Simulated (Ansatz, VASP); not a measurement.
Two plane-wave programs on La

The input INCAR:

```
SYSTEM = La
PREC = Accurate ; ENCUT = 520
EDIFF = 1E-6 ; ISMEAR = -1
SIGMA = 0.1 ; LREAL = .FALSE.
LASPH = .TRUE. ; NELM = 80
ALGO = Normal ; ISIF = 2
LWAVE = .FALSE. ; LCHARG = .FALSE.
GGA = RE ; NBANDS = 24
```

File KPOINTS:

```
regular mesh
0
G
  7 7 10
  0 0 0
```

File POSCAR:

```
La
1.0
    5.7704356337      0.0000000000      0.0000000000
   -2.8852178169      4.9973438497      0.0000000000
    0.0000000000      0.0000000000      3.5362634937
La
3
Direct
    1.0000000000      0.0000000000      0.0000000000
    0.3333333333      0.6666666667      0.5000000000
    0.6666666667      0.3333333333      0.5000000000
```

Input for Ansatz:

```yaml
crystal:
  lattice:
    - [5.7704356337, 0.0, 0.0]
    - [-2.8852178169, 4.9973438497, 0.0]
    - [0.0, 0.0, 3.5362634937]
  atoms:
    - { symbol: La, position: [1.0, 0.0, 0.0] }
    - { symbol: La, position: [0.3333333333, 0.6666666667, 0.5] }
    - { symbol: La, position: [0.6666666667, 0.3333333333, 0.5] }
hamiltonian:
  xc: revpbe
  pseudopotentials:
    kind: paw
    azcp:
      La: "pseudopotentials/La.paw.azcp"
basis:
  ecutwfc: 420
  fft_grid_basis: typed
kpoints:
  mp_grid: { grid: [7, 7, 10], shift: [0, 0, 0] }
magnetization:
  spin_polarized: false
scf:
  occupations: { method: fermi_dirac, width: 0.1 }
  lower_state_search: "off"
output:
  stress: true
  write_density: true
  write_potential: true
  elf: true
  volumetric_format: npy
```

Alike in both runs: task single point; functional revPBE; k mesh 7 × 7 × 10; occupations fermi-dirac, width 0.1 eV; no spin polarisation.

|  | VASP | Ansatz |
| --- | --- | --- |
| version | VASP 6.6.1 | Ansatz 0.2.0 |
| potentials or method | VASP PAW PBE potentials, release 64 (La) | plane waves (420 eV) with PAW, scalar-relativistic |
| plane-wave cutoff (eV) | 520 | 420 |
| valence electrons in the cell | 33 | 33 |

|  | VASP | Ansatz | Ansatz less VASP |
| --- | --- | --- | --- |
| pressure (GPa) | 3.9 | 3.8 | -0.06 |
| largest component of the traceless stress (GPa) | 0.28 | 0.26 | -0.020 |

With one functional, cell and mesh, what is left measures potentials, basis and numerics.

Caveats: the PAW data sets were made with another functional, which shifts forces and pressure a little (VASP). Spin-orbit coupling is left out, which matters for the levels of La.
